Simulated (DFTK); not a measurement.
## NaF (Villiaumite) under changes of volume

One of the cells (12.487 Å³/atom); the others are scaled copies at fixed shape and fractional positions:

```
Na F
1.0
     0.00000    2.32000    2.32000
     2.32000    0.00000    2.32000
     2.32000    2.32000    0.00000
Na F
1 1
Direct
  0.00000 0.00000 0.00000
  0.50000 0.50000 0.50000
```

| Property | Result |
| --- | --- |
| Program | DFTK 0.8.2 |
| Functional | RPBE |
| Potentials or basis | dojo.nc.sr.pbe.v0_5.stringent.upf (PBE) |
| Cutoff | 1197 eV |
| k mesh | 6 × 6 × 6 |
| Occupations | fermi-dirac, width 0.05 eV |
| Spin | no spin polarisation |

| volume (Å³/atom) | energy over the lowest point (meV/atom) | pressure (GPa) | gap on the mesh (eV) |
| --- | --- | --- | --- |
| 11.738 | 51.35 | 9.5 | 7.04 |
| 11.988 | 37.76 | 8.0 | 6.91 |
| 12.237 | ? | ? | ? |
| 12.487 | 17.21 | 5.3 | 6.68 |
| 12.737 | 9.84 | 4.2 | 6.57 |
| 12.987 | 4.15 | 3.1 | 6.47 |
| 13.236 | 0.00 | 2.2 | 6.37 |

Problem. What does the run at 12.237 Å³/atom give?

Solution. Energy over the lowest point 26.45 meV/atom; pressure 6.6 GPa; gap on the mesh 6.80 eV.

Worked out: A Birch-Murnaghan fit of order 3 (a polynomial in V^(-2/3)) to the other rows has no minimum within the range. It gives 26.48 meV/atom at 12.237 Å³/atom, against the run's 26.45, and -dE/dV = 6.6 GPa, against 6.6. A straight line through the other rows of the gap, of slope -5.57 eV per unit of ln V (its deformation potential), gives 6.80 eV, against the run's 6.80.

Energies are extrapolated to zero smearing.

Caveats: the minimum lies outside the volumes run; the potentials were made for another functional, which shifts forces and pressure.
